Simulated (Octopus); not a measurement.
# Pt (Im-3m) in Octopus: equation of state

How stiff is Pt in PBEsol, and what volume does it want? The cell is scaled to several volumes.

All numbers are computed with Octopus 16.4; they aren't measurements. Logs are shortened: lines on timing, memory, paths and dates and some standing lists are left out, and cuts for length are marked.

## 1. The crystal as given

Symmetry: Im-3m, No. 229, cubic system. The conventional cell has a = 3.168 Å, b = 3.168 Å, c = 3.168 Å, α = 90.00°, β = 90.00°, γ = 90.00°. Around Pt (site symmetry m-3m) lie 8 Pt at 2.74 Å.

This isn't the form of Pt at room conditions, which is fcc.

## 2. Equation of state, PBEsol, 15.90 Å³/atom

Input file inp:

```
CalculationMode = gs
UnitsOutput = eV_Angstrom
PeriodicDimensions = 3
ExperimentalFeatures = yes
PseudopotentialSet = pseudodojo_pbesol
%LatticeParameters
 1*angstrom | 1*angstrom | 1*angstrom
%
%LatticeVectors
 -1.58422 | 1.58422 | 1.58422
 1.58422 | -1.58422 | 1.58422
 1.58422 | 1.58422 | -1.58422
%
%ReducedCoordinates
 "Pt" | 0 | 0 | 0
%
%Spacing
 0.12472498*angstrom | 0.12472498*angstrom | 0.12472498*angstrom
%
DerivativesOrder = 8
%KPointsGrid
 12 | 12 | 12
%
KPointsUseSymmetries = yes
XCFunctional = gga_x_pbe_sol + gga_c_pbe_sol
SmearingFunction = fermi_dirac
Smearing = 0.05*eV
ExtraStates = 7
Eigensolver = chebyshev_filter
ConvRelDens = 3e-7
MaximumIter = 120
```

Potentials or basis: pseudodojo_pbesol (PseudoDojo 0.4, PBEsol).

Started as:

```
$ OMP_NUM_THREADS=1 octopus > out.log
```

out.log:

```text
Running octopus

Version                : 16.4
Optional libraries     :

************************** Calculation Mode **************************
Input: [CalculationMode = gs]
**********************************************************************

Input: [SpinComponents = unpolarized]

******************************* Space ********************************
Octopus will run in 3 dimension(s).
Octopus will treat the system as periodic in 3 dimension(s).
**********************************************************************

Input: [AllElectronType = no]
Input: [PseudopotentialSet = pseudodojo_pbesol]
Reading Coordinates from ReducedCoordinates block

****************************** Species *******************************
  Species 'Pt'
    type             : pseudopotential
    file             : 'Pt.upf'
    file format      : UPF2
    valence charge   : 18.0
    atomic number    :  78
    form on file     : kleinman-bylander
    lmax             : 3
    llocal           : -1
    projectors per l : 2
    total projectors : 8
    application form : kleinman-bylander
    orbitals         : 10
    bound orbitals   : 10

**********************************************************************

***************************** Symmetries *****************************
Space group No.  229
International: Im-3m
Schoenflies: Oh^9
Info: The system has    48 symmorphic symmetries that can be used.
  Index                Rotation matrix                      Fractional translations
    1 :     1   0   0     0   1   0     0   0   1      0.000000    0.000000    0.000000
    2 :    -1   0   0     0  -1   0     0   0  -1      0.000000    0.000000    0.000000
    3 :     0   0  -1     1   1   1     0  -1   0      0.000000    0.000000    0.000000
    4 :     0   0   1    -1  -1  -1     0   1   0      0.000000    0.000000    0.000000
    5 :     0   1   0     1   0   0    -1  -1  -1      0.000000    0.000000    0.000000
    6 :     0  -1   0    -1   0   0     1   1   1      0.000000    0.000000    0.000000
[... 40 lines left out ...]
   47 :     0   0  -1    -1   0   0     1   1   1      0.000000    0.000000    0.000000
   48 :     0   0   1     1   0   0    -1  -1  -1      0.000000    0.000000    0.000000
Info: The system also has     0 nonsymmorphic symmetries (not used for electrons).
**********************************************************************

Input: [CurvMethod = curv_affine]
Input: [DerivativesStencil = stencil_stargeneral]

****************************** Lattice *******************************
  Lattice Vectors [A]
   -1.584220    1.584220    1.584220
    1.584220   -1.584220    1.584220
    1.584220    1.584220   -1.584220
  Cell volume =            15.9040 [A^3]
  Reciprocal-Lattice Vectors [A^-1]
   -0.000000    1.983053    1.983053
    1.983053   -0.000000    1.983053
    1.983053    1.983053   -0.000000
  Cell angles [degree]
    alpha =  109.471
    beta  =  109.471
    gamma =  109.471
**********************************************************************

Checking if the generated full k-point grid is symmetric

    72 k-points generated from parameters :
 ---------------------------------------------------
    n =   12   12   12

    s1  =  0.00  0.00  0.00

   index |      weight  |             coordinates              |
       1 |     0.000579 |    0.000000    0.000000    0.000000  |
       2 |     0.006944 |    0.083333    0.000000    0.000000  |
       3 |     0.013889 |    0.083333    0.083333    0.000000  |
[... 149 lines left out ...]
Input: [Eigensolver = chebyshev_filter]
Input: [SubspaceDiagonalization = standard]
**********************************************************************

Input: [MixField = potential] (what to mix during SCF cycles)
Input: [MixingScheme = broyden]
Info: Mixing uses    4 steps and restarts after   20 steps.
Input: [LCAOStart = lcao_states]
Input: [LCAOScaleFactor = 1.000]
Input: [LCAOMaximumOrbitalRadius = 10.58 A]

** Warning:
**   Cannot do LCAO for all states because there are not enough atomic orbitals.
**   Required: 16. Available: 10. 6 orbitals will be randomized.

Info: Unnormalized total charge =     18.002524
Info: Renormalized total charge =     18.000000
Info: Setting up Hamiltonian.
Info: Performing initial LCAO calculation with     10 orbitals.
Info: Getting Hamiltonian matrix elements.

Eigenvalues [eV]
 #st  Spin   Eigenvalue      Occupation
#k =       1, k = (  0.000000,  0.000000,  0.000000)
   1   --   -86.220331       2.000000
   2   --   -40.269557       2.000000
   3   --   -40.269557       2.000000
   4   --   -40.269537       2.000000
   5   --     1.139634       2.000000
   6   --     7.853966       2.000000
   7   --     7.853966       2.000000
   8   --     7.854031       2.000000
   9   --    10.348303       2.000000
  10   --    10.348303       2.000000
#k =       2, k = (  0.083333,  0.000000,  0.000000)
   1   --   -86.200216       2.000000
   2   --   -40.259722       2.000000
   3   --   -40.254477       2.000000
   4   --   -40.159488       2.000000
   5   --     1.412919       2.000000
   6   --     8.069914       2.000000
   7   --     8.279173       2.000000
   8   --     8.284086       2.000000
   9   --    10.641481       2.000000
  10   --    10.773929       2.000000
[... 70 further k-points ...]
Fermi energy =    23.288024 eV
Generating random wavefunctions for states       11 and above
Orthogonalizing wavefunctions.
Info: Ground-state restart information will be written to 'restart/gs'.
Info: SCF using complex wavefunctions.
Info: Starting SCF iteration.

** Warning:
**   Symmetrization discrepancy ratio (scalar) =  5.61128E-02

*********************** SCF CYCLE ITER #    1 ************************
 etot  = -3.50909847E+03 abs_ev   =  7.84E+01 rel_ev   =  2.34E-01
 ediff =        1.29E+02 abs_dens =  1.03E+00 rel_dens =  5.74E-02
Matrix vector products: 1800
Converged eigenvectors: 0

#  State  KPoint  Eigenvalue [eV]  Occupation    Error
      1       1      -86.221813    2.000000   ( 2.4E-07)
      1       2      -86.219811    2.000000   ( 3.9E-06)
      1       5      -86.217836    2.000000   ( 5.7E-06)
      1       3      -86.216075    2.000000   ( 5.6E-06)
      1       6      -86.214340    2.000000   ( 4.4E-06)
      1       9      -86.212437    2.000000   ( 8.0E-06)
      1       4      -86.211261    2.000000   ( 5.0E-06)
      1       7      -86.209599    2.000000   ( 5.4E-06)
[... 23 lines left out ...]
     16      50       42.738188    0.000000   ( 1.8E-01)
     16      14       42.773179    0.000000   ( 2.5E-01)
     16      71       43.178857    0.000000   ( 2.7E-01)
     16      55       43.724152    0.000000   ( 2.2E-01)
     16       1       44.707459    0.000000   ( 2.2E-01)
     16      69       44.762716    0.000000   ( 2.9E-01)
     16      35       44.854412    0.000000   ( 2.4E-01)
     16      70       44.862352    0.000000   ( 2.3E-01)

Density of states:

------------------------%---------------------------------------------
------------------------%---------------------------------------------
------------------------%---------------------------------------------
------------------------%---------------------------------------------
------------------------%--------------------------%------------------
------------------------%------------------------%-%------------------
------------------------%------------------------%-%------------------
%-----------------------%-----------------------%%%%------------------
%-----------------------%-----------------------%%%%------%-%--%%%----
%-----------------------%-----------------------%%%%%%%%%%%%%%%%%%%%%-
                                                   ^

Fermi energy =    11.299668 eV

**********************************************************************

** Warning:
**   Symmetrization discrepancy ratio (scalar) =  5.47787E-02

*********************** SCF CYCLE ITER #    2 ************************
 etot  = -3.53822032E+03 abs_ev   =  1.30E+01 rel_ev   =  3.74E-02
 ediff =        1.07E+00 abs_dens =  3.05E-01 rel_dens =  1.69E-02
Matrix vector products: 1800
Converged eigenvectors: 0
[... 127 lines left out ...]
*********************** SCF CYCLE ITER #   13 ************************
 etot  = -3.55248946E+03 abs_ev   =  1.71E-06 rel_ev   =  4.82E-09
 ediff =        1.35E-07 abs_dens =  1.51E-07 rel_dens =  8.40E-09
Matrix vector products: 1800
Converged eigenvectors: 563

#  State  KPoint  Eigenvalue [eV]  Occupation    Error
      1       1      -87.856919    2.000000   ( 8.6E-09)
      1       2      -87.855034    2.000000   ( 9.5E-09)
      1       5      -87.853174    2.000000   ( 9.6E-09)
      1       3      -87.851516    2.000000   ( 9.0E-09)
      1       6      -87.849883    2.000000   ( 7.1E-09)
      1       9      -87.848089    2.000000   ( 1.1E-08)
      1       4      -87.846986    2.000000   ( 6.9E-09)
      1       7      -87.845420    2.000000   ( 6.9E-09)
[... 23 lines left out ...]
     16      12       38.780031    0.000000   ( 2.9E-02)
     16      45       38.898481    0.000000   ( 2.9E-02)
     16      26       39.058178    0.000000   ( 2.4E-02)
     16      34       39.067600    0.000000   ( 1.8E-02)
     16      39       39.168437    0.000000   ( 1.8E-02)
     16      29       39.296338    0.000000   ( 1.9E-02)
     16      41       39.624257    0.000000   ( 2.4E-02)
     16      50       40.296120    0.000000   ( 2.3E-02)

Density of states:

-------------------------%--------------------------------------------
-------------------------%--------------------------------------------
-------------------------%--------------------------------------------
-------------------------%--------------------------------------------
-------------------------%--------------------------------------------
-------------------------%-------------------------%%-----------------
-------------------------%------------------------%%%%----------------
%------------------------%------------------------%%%%------------%---
%------------------------%------------------------%%%%------%%%%-%%%--
%------------------------%-----------------------%%%%%%%%%%%%%%%%%%%%-
                                                     ^

Fermi energy =    10.319551 eV

**********************************************************************

Info: SCF converged in   13 iterations

** Warning:
**   Some of the states are not fully converged!

Info: Number of matrix-vector products:      23400
Info: Finished writing information to 'restart/gs'.

Octopus emitted 16 warnings.
```

Wall time 5.2 min (1 thread of Arm Neoverse V1, shared host); peak memory 0.91 GiB.

What came out:

```
Free energy            : -3552.4958 eV
Band gap on the k mesh : none (metal or under the smearing width)
```

## 3. Equation of state, PBEsol, 15.59 Å³/atom (volume scaled by 0.98)

inp: that of step 2 with these lines changed.

```diff
@@ -9,5 +9,5 @@
 %LatticeVectors
- -1.58422 | 1.58422 | 1.58422
- 1.58422 | -1.58422 | 1.58422
- 1.58422 | 1.58422 | -1.58422
+ -1.5735873306 | 1.5735873306 | 1.5735873306
+ 1.5735873306 | -1.5735873306 | 1.5735873306
+ 1.5735873306 | 1.5735873306 | -1.5735873306
 %
@@ -17,3 +17,3 @@
 %Spacing
- 0.12472498*angstrom | 0.12472498*angstrom | 0.12472498*angstrom
+ 0.12388787*angstrom | 0.12388787*angstrom | 0.12388787*angstrom
 %
```

Potentials or basis: pseudodojo_pbesol (PseudoDojo 0.4, PBEsol).

Started as:

```
$ OMP_NUM_THREADS=1 octopus > out.log
```

Wall time 5.1 min (1 thread of Arm Neoverse V1, shared host); peak memory 0.92 GiB.

Results (log left out):

```
Free energy            : -3552.5131 eV
Band gap on the k mesh : none (metal or under the smearing width)
```

## 4. Equation of state, PBEsol, 16.22 Å³/atom (volume scaled by 1.02)

inp: that of step 3 with these lines changed.

```diff
@@ -9,5 +9,5 @@
 %LatticeVectors
- -1.5735873306 | 1.5735873306 | 1.5735873306
- 1.5735873306 | -1.5735873306 | 1.5735873306
- 1.5735873306 | 1.5735873306 | -1.5735873306
+ -1.5947118289 | 1.5947118289 | 1.5947118289
+ 1.5947118289 | -1.5947118289 | 1.5947118289
+ 1.5947118289 | 1.5947118289 | -1.5947118289
 %
@@ -17,3 +17,3 @@
 %Spacing
- 0.12388787*angstrom | 0.12388787*angstrom | 0.12388787*angstrom
+ 0.12555100*angstrom | 0.12555100*angstrom | 0.12555100*angstrom
 %
@@ -31 +31,6 @@
 MaximumIter = 120
+%Output
+ density | cube
+ elf | cube
+ potential | cube
+%
```

Started as:

```
$ OMP_NUM_THREADS=1 octopus > out.log
```

It took 5.5 min on 1 thread of Arm Neoverse V1, shared host; peak memory 0.91 GiB.

Results (log left out):

```yaml
Free_energy: -3552.4697 eV
Band_gap_on_the_k_mesh: none (metal or under the smearing width)
```

## 5. Equation of state, PBEsol, 15.27 Å³/atom (volume scaled by 0.96)

inp: that of step 4 with these lines changed.

```diff
@@ -9,5 +9,5 @@
 %LatticeVectors
- -1.5947118289 | 1.5947118289 | 1.5947118289
- 1.5947118289 | -1.5947118289 | 1.5947118289
- 1.5947118289 | 1.5947118289 | -1.5947118289
+ -1.562808997 | 1.562808997 | 1.562808997
+ 1.562808997 | -1.562808997 | 1.562808997
+ 1.562808997 | 1.562808997 | -1.562808997
 %
@@ -17,3 +17,3 @@
 %Spacing
- 0.12555100*angstrom | 0.12555100*angstrom | 0.12555100*angstrom
+ 0.12303930*angstrom | 0.12303930*angstrom | 0.12303930*angstrom
 %
@@ -31,6 +31 @@
 MaximumIter = 120
-%Output
- density | cube
- elf | cube
- potential | cube
-%
```

Started as:

```
$ OMP_NUM_THREADS=1 octopus > out.log
```

Run time: 5.5 min. Hardware: 1 thread of Arm Neoverse V1, shared host; peak memory 0.92 GiB.

It converged, with:

| Quantity | Value |
| --- | --- |
| Free energy | -3552.5222 eV |
| Band gap on the k mesh | none (metal or under the smearing width) |

## 6. Equation of state, PBEsol, 16.54 Å³/atom (volume scaled by 1.04)

inp: that of step 5 with these lines changed.

```diff
@@ -9,5 +9,5 @@
 %LatticeVectors
- -1.562808997 | 1.562808997 | 1.562808997
- 1.562808997 | -1.562808997 | 1.562808997
- 1.562808997 | 1.562808997 | -1.562808997
+ -1.6050673907 | 1.6050673907 | 1.6050673907
+ 1.6050673907 | -1.6050673907 | 1.6050673907
+ 1.6050673907 | 1.6050673907 | -1.6050673907
 %
@@ -17,3 +17,3 @@
 %Spacing
- 0.12303930*angstrom | 0.12303930*angstrom | 0.12303930*angstrom
+ 0.12636629*angstrom | 0.12636629*angstrom | 0.12636629*angstrom
 %
@@ -31 +31,6 @@
 MaximumIter = 120
+%Output
+ density | cube
+ elf | cube
+ potential | cube
+%
```

Potentials or basis: pseudodojo_pbesol (PseudoDojo 0.4, PBEsol).

Started as:

```
$ OMP_NUM_THREADS=1 octopus > out.log
```

It took 5.2 min on 1 thread of Arm Neoverse V1, shared host; peak memory 0.91 GiB.

It converged, with:

* Free energy: -3552.4369 eV
* Band gap on the k mesh: none (metal or under the smearing width)

## 7. Equation of state, PBEsol, 14.95 Å³/atom (volume scaled by 0.94)

inp: that of step 6 with these lines changed.

```diff
@@ -9,5 +9,5 @@
 %LatticeVectors
- -1.6050673907 | 1.6050673907 | 1.6050673907
- 1.6050673907 | -1.6050673907 | 1.6050673907
- 1.6050673907 | 1.6050673907 | -1.6050673907
+ -1.5518799051 | 1.5518799051 | 1.5518799051
+ 1.5518799051 | -1.5518799051 | 1.5518799051
+ 1.5518799051 | 1.5518799051 | -1.5518799051
 %
@@ -17,3 +17,3 @@
 %Spacing
- 0.12636629*angstrom | 0.12636629*angstrom | 0.12636629*angstrom
+ 0.12217886*angstrom | 0.12217886*angstrom | 0.12217886*angstrom
 %
```

Started as:

```
$ OMP_NUM_THREADS=1 octopus > out.log
```

Run time: 5.7 min. Hardware: 1 thread of Arm Neoverse V1, shared host; peak memory 0.92 GiB.

Results (log left out):

```yaml
Free_energy: -3552.5192 eV
Band_gap_on_the_k_mesh: none (metal or under the smearing width)
```

## 8. Equation of state, PBEsol, 16.86 Å³/atom (volume scaled by 1.06)

inp: that of step 7 with these lines changed.

```diff
@@ -9,5 +9,5 @@
 %LatticeVectors
- -1.5518799051 | 1.5518799051 | 1.5518799051
- 1.5518799051 | -1.5518799051 | 1.5518799051
- 1.5518799051 | 1.5518799051 | -1.5518799051
+ -1.6152910255 | 1.6152910255 | 1.6152910255
+ 1.6152910255 | -1.6152910255 | 1.6152910255
+ 1.6152910255 | 1.6152910255 | -1.6152910255
 %
@@ -17,3 +17,3 @@
 %Spacing
- 0.12217886*angstrom | 0.12217886*angstrom | 0.12217886*angstrom
+ 0.12717119*angstrom | 0.12717119*angstrom | 0.12717119*angstrom
 %
@@ -31,6 +31 @@
 MaximumIter = 120
-%Output
- density | cube
- elf | cube
- potential | cube
-%
```

Started as:

```
$ OMP_NUM_THREADS=1 octopus > out.log
```

Wall time 5.3 min (1 thread of Arm Neoverse V1, shared host); peak memory 0.91 GiB.

The run converged. Its results:

* Free energy: -3552.3968 eV
* Band gap on the k mesh: none (metal or under the smearing width)

## 9. Equation of state, PBEsol

Potentials or basis: pseudodojo_pbesol (PseudoDojo 0.4, PBEsol).

No new run: the results of the series are fitted here.

What came out:

| Item | Value |
| --- | --- |
| Equilibrium volume | 15.17 Å³/atom |
| Bulk modulus | 265 GPa |
| Pressure derivative of the bulk modulus | 5.0 (rough: it moves with the points fitted) |

Energy against volume, from the lowest point:
| volume (Å³/atom) | energy (meV/atom) |
| --- | --- |
| 14.950 | 2.97 |
| 15.268 | 0.00 |
| 15.586 | 9.12 |
| 15.904 | 26.44 |
| 16.222 | 52.47 |
| 16.540 | 85.30 |
| 16.858 | 125.38 |

Caveat: the number of grid points is fixed, so the spacing changes with the cell, which shifts volumes and moduli.
